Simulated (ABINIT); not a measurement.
CoO, 2 atoms in the cell. It takes space group R3m (No. 160, trigonal). The conventional cell has a = 3.204 Å, b = 3.204 Å, c = 7.699 Å, α = 90.00°, β = 90.00°, γ = 120.00°. Co (site symmetry 3m) is surrounded by 4 O at 1.91 to 1.96 Å. Around O (site symmetry 3m) lie 4 Co at 1.91 to 1.96 Å. Measurements of this composition are mostly on another form, of space group No. 225.

```yaml
Program: ABINIT 10.8.3 (patched build)
Task: projected density of states
Functional: LDA
Potentials_or_basis: JTH PAW PBE v2.0
Cutoff: 707 eV
k_mesh: 6 × 6 × 6
Occupations: fermi-dirac, width 0.05 eV
Spin: collinear spin, ferromagnetic start
Starting_moments: "[2.0, 0.0] μB"
Hubbard_terms: Co d U = 2 eV
Double_counting_usepawu: 1
k_mesh_for_the_DOS: 8 × 8 × 8
Fine-grid_cutoff: 1306.15 eV
```

Potentials or basis: JTH PAW PBE v2.0.

Command:

```bash
$ abinit run.abi > log 2>&1
```

Hardware: 1 thread of Arm Neoverse V1 (shared host).

**Question.** Estimate the wall time of this run.

**Answer.** Run time: 3.2 min on 1 thread of Arm Neoverse V1 (shared host), peak memory 0.15 GiB. Counts: scf iterations 20, mpi ranks 1, k points 32, bands 16, plane waves 983.
